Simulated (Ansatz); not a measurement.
## Cu: energy along a strain

Cu, Fm-3m, a = 3.563 Å. Ansatz: PBEsol, PAW, 420 eV, Γ-centred 28×28×28 mesh on 1 atom, Gaussian smearing 0.15 eV; no spin polarisation. Cell vectors (Å): 0.000 1.782 1.782; 1.782 0.000 1.782; 1.782 1.782 0.000. The cell is strained by x per cent times the pattern (0 1 0 0 0 0) in the order xx yy zz yz xz xy (engineering shears), with fractional coordinates held. y is the free energy over the start, V0 = 11.312 Å³/atom. Points with a strain past 8.5 % were computed too (3) and aren't used here.

| x (%) | y (meV/atom) |
| --- | --- |
| -7.50 | 47.72 |
| -5.00 | ? |
| -2.50 | 4.93 |
| 0.00 | 0.00 |
| 2.50 | 4.49 |
| 5.00 | 17.29 |
| 7.50 | 37.25 |

Task: Fit y = c2 x² + c3 x³ to the other rows, get the stiffness along the pattern, and predict the missing energy.

Result: Least squares on the rows shown. y = 0.75513 x² − 0.012424 x³. The clamped-ion stiffness p·C·p = 2 × 7.551 eV × 160.2 / 11.312 Å³ = 214 GPa, which is C22 in these axes (C11 of the cubic crystal). At x = -5.00 the fit asked for gives 20.43 meV/atom. The run gave 20.43 meV/atom, the same to the digits shown.